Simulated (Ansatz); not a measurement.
The system is SnTe.

```
CELL_PARAMETERS angstrom
0.00000 3.61115 3.61115
3.61115 0.00000 3.61115
3.61115 3.61115 0.00000
ATOMIC_POSITIONS crystal
Te 0.25000 0.25000 0.25000
Sn 0.00000 0.00000 0.00000
```

Measurements of this composition are mostly on another form, of space group No. 225.

- Program: Ansatz 0.2.0
- Task: single point
- Functional: PBEsol
- Potentials or basis: all-electron LAPW, scalar-relativistic
- Cutoff: 189 eV (chosen from the basis error)
- Basis error allowed: 0.001 eV/atom
- k mesh: 7 × 7 × 7
- Occupations: fermi-dirac, width 0.05 eV
- Spin: no spin polarisation

On this cell: pressure -1.4 GPa; largest force zero by symmetry; band gap on the k mesh 0.29 eV, indirect (least direct gap 0.79 eV).

The same run follows on a disturbed copy (atoms moved at random, drawn with an rms of 0.05 Å):

```xyz
2
Lattice="0.0000 3.6111 3.6111 3.6111 0.0000 3.6111 3.6111 3.6111 0.0000" Properties=species:S:1:pos:R:3 pbc="T T T"
Te    1.7987    1.7773    1.8345
Sn   -0.0433    0.0023    0.0114
```

Question: What does the disturbed cell give?

Answer: The energy moves by +1.5 meV/atom; pressure -1.4 GPa; largest force 0.117 eV/Å; band gap on the k mesh 0.26 eV, indirect (least direct gap 0.79 eV).

Forces in eV/Å, atoms in the order of the input:
```
Te  -0.083  0.070 -0.043
Sn   0.083 -0.070  0.043
```

Stress tensor (GPa, compression positive):
```
-1.37 -0.09  0.16
-0.09 -1.37 -0.19
 0.16 -0.19 -1.36
```

Caveats: spin-orbit coupling is left out, which moves the levels of the heavy elements; an odd mesh through Γ misses points on the zone boundary, where band edges often lie.
